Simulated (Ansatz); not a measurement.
TiO2: relaxation of cell and atoms with revPBE+D4

TiO2:

```
Ti O
1.0
     6.15358   -1.88347    0.00000
     6.15358    1.88347    0.00000
    -1.92833    0.00000    6.32897
Ti O
4 8
Direct
  0.90007 0.90007 0.28960
  0.19529 0.19529 0.28376
  0.09993 0.09993 0.71040
  0.80471 0.80471 0.71624
  0.36193 0.36193 0.29340
  0.26349 0.26349 0.65250
  0.86719 0.86719 0.99529
  0.73651 0.73651 0.34750
  0.94165 0.94165 0.63002
  0.13281 0.13281 0.00471
  0.63807 0.63807 0.70660
  0.05835 0.05835 0.36998
```

The cell comes from a database or a generator and needn't be the stable form of this composition.

```yaml
Program: Ansatz 0.2.0
Task: relaxation of cell and atoms
Functional: revPBE
Dispersion: D4
Potentials_or_basis: Ansatz PAW
Cutoff: "420 eV (not typed: the program's choice for these potentials)"
k_mesh: 8 × 8 × 4
Occupations: fermi-dirac, width 0.05 eV
Spin: no spin polarisation
```

```json
{"Relaxed volume": "11.93 Å³/atom", "Relaxed cell": "a = 6.368 Å, b = 6.368 Å, c = 6.597 Å, α = 106.18°, β = 106.18°, γ = 34.02°", "Space group after relaxing (to 0.05 Å)": "C2/m (No. 12)", "Energy gained by relaxing": "5.1 meV/atom", "Ionic steps": "9", "Pressure after relaxing": "0.0 GPa", "Band gap on the k mesh": "2.83 eV"}
```

Step by step:
| step | energy change (eV) | largest force (eV/Å) | volume (Å³) |
| --- | --- | --- | --- |
| 1 | 0.0000 | 0.2858 | 146.71 |
| 2 | -0.0589 | 0.1391 | 144.24 |
| 3 | -0.0707 | 0.0618 | 143.13 |
| 4 | -0.0719 | 0.0234 | 143.18 |
| 5 | -0.0718 | 0.0231 | 143.30 |
| 6 | -0.0719 | 0.0032 | 143.27 |
| 7 | -0.0612 | 0.0032 | 143.27 |
| 8 | -0.0617 | 0.0017 | 143.17 |
| 9 | -0.0613 | 0.0017 | 143.17 |

Final structure:
```xyz
12
Lattice="6.0896 -1.8628 -0.0067 6.0896 1.8628 -0.0067 -1.9152 0.0000 6.3124" Properties=species:S:1:pos:R:3 pbc="T T T"
Ti   10.4010    0.0000    1.8194
Ti    1.8209    0.0000    1.7665
Ti   -0.1370    0.0000    4.4796
Ti    8.4430    0.0000    4.5324
O     3.8437    0.0000    1.8601
O     1.9757    0.0000    4.1337
O     8.6502    0.0000    6.2854
O     8.2883    0.0000    2.1652
O    10.2604    0.0000    3.9631
O     1.6137    0.0000    0.0135
O     6.4202    0.0000    4.4389
O     0.0036    0.0000    2.3358
```

It took 5 min on 4 threads of Intel(R) Xeon(R) Processor @ 2.50GHz (Skylake/Cascade Lake) (shared host), peak memory 0.93 GiB.

Caveat: the plane-wave basis is chosen anew once the cell has moved, so the energies of steps on either side of that aren't comparable; the pressure holds a Pulay correction of +0.6 GPa for the finite cutoff; the PAW data sets come from PBE, with cores solved anew for the run's functional, which leaves a small shift of forces and pressure. A hybrid or GW would open this gap; revPBE tends to underestimate it.
